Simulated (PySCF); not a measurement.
Does the answer move with the share of exact exchange?

C₄H₁₀O.
SMILES: `CCCCO`

Torsions of this conformer, `[CH3:1][CH2:2][CH2:3][CH2:4][OH:5]`: C1–C2–C3–C4 180°, C2–C3–C4–O5 179°, H–O5–C4–C3 180°.

PySCF, pcSseg-1 basis, density fitting, gas phase, PBE0-D3(BJ)/def2-SVP geometry. One functional is left out:

| functional | exact exchange (%) | HOMO energy (eV) | LUMO energy (eV) | dipole moment (D) |
| --- | --- | --- | --- | --- |
| B97-D | 0 | -6.03 | 0.69 | 1.507 |
| BLYP | 0 | -5.87 | 0.51 | 1.494 |
| BP86 | 0 | -6.08 | 0.69 | 1.513 |
| LDA | 0 | -6.05 | 0.45 | 1.565 |
| OPBE | 0 | -5.92 | 0.76 | 1.474 |
| PBE | 0 | -5.95 | 0.58 | 1.496 |
| B3LYP | 20 | -7.42 | 1.10 | 1.568 |
| mPW1PW91 | 25 | -7.73 | 1.46 | 1.590 |

Problem. Predict the row of PBE0 (25 % exact exchange) by straight lines through the other rows, and check it.

Solution. 
```json
{"property": "HOMO energy (eV)", "line": "-7.75", "computed": "-7.68", "computed − line": "+0.07", "mPW1PW91 (25 %), for comparison": "-7.73"}
{"property": "LUMO energy (eV)", "line": "1.37", "computed": "1.49", "computed − line": "+0.12", "mPW1PW91 (25 %), for comparison": "1.46"}
{"property": "dipole moment (D)", "line": "1.587", "computed": "1.583", "computed − line": "-0.004", "mPW1PW91 (25 %), for comparison": "1.590"}
```

Problem. Which of these properties follows the share of exact exchange most closely, and which least?

Solution. Most closely the HOMO energy, least the dipole moment; the correlations over the tabulated rows are HOMO energy -0.995, LUMO energy 0.940, dipole moment 0.786. The HOMO energy moves by -0.706 eV for every 10 %. Functionals with the same share still differ in their other parts: at 0 % BLYP and BP86 differ by 0.21 eV in it.
